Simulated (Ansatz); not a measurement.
## Fluorite SrF2

Method: LDA (Ansatz, a first-principles code, PAW).

Numerical settings: plane-wave cutoff 520 eV, 10×10×10 k mesh, Fermi–Dirac smearing 0.01 eV, scalar-relativistic PAW data made under PBE.

Cell: measured lattice: a = 5.800 Å, b = 5.800 Å, c = 5.800 Å, α = 90.00°, β = 90.00°, γ = 90.00°.

band gap: 6.57 eV
smallest direct gap on the k points sampled: 6.67 eV

Measured, for comparison: band gap 11.1 eV (temperature not stated, not corrected to a static lattice; as tabulated in Aguado et al. (1999), arXiv:cond-mat/9901145).

Note: cell and atoms aren't relaxed at this level (pressure -5.1 GPa).

Spin–orbit coupling is not included.

It cost about 6 core-seconds (a rough figure) of CPU time.
